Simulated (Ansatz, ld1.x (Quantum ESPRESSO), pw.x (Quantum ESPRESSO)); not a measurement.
**pw.x on bcc Cl: one setting changed**

Potential: norm-conserving Troullier–Martins (Kleinman–Bylander form), ld1.x (Quantum ESPRESSO) 7.5, PBE; core [Ne], reference 3s2 3p5; waves: 3p (bound): rc 1.45 bohr; 3d channel at 0.05 Ry: rc 1.50 bohr; 3s (bound): rc 1.30 bohr; local part: the s channel; core correction: a·sin(br)/r model core, default radius (core density twice the valence density).

The reference run (k-mesh 13³, cutoffs 100/400 Ry, Fermi–Dirac 0.01 Ry, mixing_beta 0.4, conv_thr 1e-9, no spin) gives -0.14 GPa at 21.926 Å³/atom, where all-electron LAPW gives -0.18 GPa. This run, with its own iteration cap, changes nspin = 2 with starting_magnetization to 0.5.

```
&control
  calculation='scf', prefix='x', pseudo_dir='./', outdir='./tmp', tstress=.true., disk_io='none'
/
&system
  ibrav=0, nat=1, ntyp=1, ecutwfc=100, ecutrho=400, nbnd=11,
  occupations='smearing', smearing='fd', degauss=0.01, nspin=2, starting_magnetization(1)=0.5
/
&electrons
  conv_thr=1e-09, mixing_beta=0.4, electron_maxstep=50
/
ATOMIC_SPECIES
Cl 1.0 Cl.UPF
CELL_PARAMETERS angstrom
  -1.76319281 1.76319281 1.76319281
  1.76319281 -1.76319281 1.76319281
  1.76319281 1.76319281 -1.76319281
ATOMIC_POSITIONS crystal
Cl 0.0000 0.0000 0.0000
K_POINTS automatic
13 13 13 0 0 0
```

```bash
pw.x < Cl.scf.in > Cl.scf.out
```

**Question.** How does the run end?

**Answer.** It converges in 13 iterations; the free energy moves by -1.1 meV/atom and the pressure by +0.47 GPa.

```
Message from routine setup:
     using ibrav=0 with symmetry is DISCOURAGED, use correct ibrav instead
     lattice parameter (alat)  =       5.7711  a.u.
     unit-cell volume          =     147.9640 (a.u.)^3
     number of electrons       =         7.00
     number of Kohn-Sham states=           11
     kinetic-energy cutoff     =     100.0000  Ry
     charge density cutoff     =     400.0000  Ry
     scf convergence threshold =      1.0E-09
     Exchange-correlation= PBE
     atomic species   magnetization
     number of k points=    84  Fermi-Dirac smearing, width (Ry)=  0.0100
     iteration #  1     ecut=   100.00 Ry     beta= 0.40
     total energy              =     -33.57172586 Ry
     estimated scf accuracy    <       0.03147321 Ry
     total magnetization       =     1.00 Bohr mag/cell
     absolute magnetization    =     1.02 Bohr mag/cell
     iteration #  2     ecut=   100.00 Ry     beta= 0.40
     total energy              =     -33.60954873 Ry
     estimated scf accuracy    <       0.01169890 Ry
     total magnetization       =     1.00 Bohr mag/cell
     absolute magnetization    =     1.01 Bohr mag/cell
     iteration #  3     ecut=   100.00 Ry     beta= 0.40
     total energy              =     -33.61128609 Ry
     estimated scf accuracy    <       0.00014505 Ry
     total magnetization       =     0.87 Bohr mag/cell
     absolute magnetization    =     0.87 Bohr mag/cell
     [... 7 iterations left out ...]
     iteration # 11     ecut=   100.00 Ry     beta= 0.40
     total energy              =     -33.61212559 Ry
     estimated scf accuracy    <          8.1E-09 Ry
     total magnetization       =     0.45 Bohr mag/cell
     absolute magnetization    =     0.45 Bohr mag/cell
     iteration # 12     ecut=   100.00 Ry     beta= 0.40
     total energy              =     -33.61212359 Ry
     estimated scf accuracy    <          6.2E-09 Ry
     total magnetization       =     0.45 Bohr mag/cell
     absolute magnetization    =     0.45 Bohr mag/cell
     iteration # 13     ecut=   100.00 Ry     beta= 0.40
     the Fermi energy is     2.8628 ev
!    total energy              =     -33.61212587 Ry
     estimated scf accuracy    <          1.2E-10 Ry
     smearing contrib. (-TS)   =      -0.00757924 Ry
     The total energy is F=E-TS. E is the sum of the following terms:
     one-electron contribution =      -0.73550740 Ry
     hartree contribution      =       3.60907313 Ry
     xc contribution           =      -9.71865349 Ry
     ewald contribution        =     -26.75945886 Ry
     total magnetization       =     0.44 Bohr mag/cell
     absolute magnetization    =     0.44 Bohr mag/cell
     convergence has been achieved in  13 iterations
          total   stress  (Ry/bohr**3)                   (kbar)     P=        3.31
     Message from routine punch:
     Nothing written, as per user request (disk_io='none')
```

The run took about 1.7 min on one core of a shared host (Neoverse-V1, 64 threads, 495 GiB, load 62).
